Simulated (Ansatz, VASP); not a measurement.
# One calculation of BiS, two programs

INCAR

```
SYSTEM = BiS
PREC = Accurate
ENCUT = 520
EDIFF = 1E-6
ISMEAR = 0
SIGMA = 0.05
LREAL = .FALSE.
LASPH = .TRUE.
NELM = 80
ALGO = Normal
ISIF = 2
LWAVE = .FALSE.
LCHARG = .TRUE.
GGA = PE
LELF = .TRUE.
LVHAR = .TRUE.
NBANDS = 18
```

KPOINTS

```
Automatic mesh
0
G
  10 10 10
  0 0 0
```

Contents of POSCAR:

```
BiS
1.0
    3.6953843841      0.0000000000      0.0000000000
    0.0000000000      3.6953843841      0.0000000000
    0.0000000000      0.0000000000      3.6953843841
Bi S
1 1
Direct
    0.0000000000      0.0000000000      0.0000000000
    0.5000000000      0.5000000000      0.5000000000
```

Input for Ansatz:

```yaml
crystal:
  lattice:
    - [3.6953843841, 0.0, 0.0]
    - [0.0, 3.6953843841, 0.0]
    - [0.0, 0.0, 3.6953843841]
  atoms:
    - { symbol: Bi, position: [0.0, 0.0, 0.0] }
    - { symbol: S, position: [0.5, 0.5, 0.5] }
basis:
  ecutwfc: 420
  ecutrho_ratio: 4
kpoints:
  mp_grid: { grid: [10, 10, 10] }
hamiltonian:
  xc: pbe
scf:
  occupations: { method: gaussian, width: 0.05 }
output:
  forces: true
  stress: true
  eigenvalues: true
```

Alike in both runs: task single point; functional PBE; k mesh 10 × 10 × 10; occupations gaussian, width 0.05 eV; no spin polarisation.

|  | VASP | Ansatz |
| --- | --- | --- |
| version | VASP 6.6.1 | Ansatz 0.2.0 |
| potentials or method | VASP PAW PBE potentials, release 64 (Bi_d, S) | scalar-relativistic, plane waves, PAW |
| plane-wave cutoff (eV) | 520 | 420 |
| valence electrons in the cell | 21 | 21 |

```csv
,VASP,Ansatz,Ansatz less VASP
gap on the k mesh at the Fermi level (eV),none,none,-
pressure (GPa),-5.5,-5.5,+0.06
```

A gap of «none» marks a metal or a gap that the smearing closes. With one functional, cell and mesh, what is left measures potentials, basis and numerics.

Caveats: spin-orbit coupling is left out, which moves the levels of the heavy elements.
